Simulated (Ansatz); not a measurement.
In LiF (rock salt type) the Li atom of the primitive cell, with all its periodic images, is moved by 0.06 Å along [111].

```yaml
crystal:
  lattice:
    - [0.00000, 2.03500, 2.03500]
    - [2.03500, 0.00000, 2.03500]
    - [2.03500, 2.03500, 0.00000]
  atoms:
    - { symbol: Li, position: [0.00851, 0.00851, 0.00851] }
    - { symbol: F, position: [0.50000, 0.50000, 0.50000] }
```
Lattice in Å, positions in fractions of it.

Level of theory: HSE06, plane waves, all-electron PAW datasets generated for the crystal, point nucleus in Ansatz 0.2.0 development build.

Cutoff 430 eV; exchange singularity: Wigner-Seitz; k-mesh 4×4×4 Γ-centred; Fermi–Dirac smearing of 0.05 eV; no spin polarisation.

Question: What force results?

Answer: The force on it along the displacement is -0.0693 eV/Å, a force constant of 1.15 eV/Å². The cell stands under a pressure of -2.9 GPa, which shifts the constant from its value at the relaxed volume.

```csv
atom,Fx (eV/Å),Fy (eV/Å),Fz (eV/Å)
Li1,-0.0400,-0.0400,-0.0400
F2,0.0400,0.0400,0.0400
```

The k-mesh is modest, so these values aren't fully converged in k.
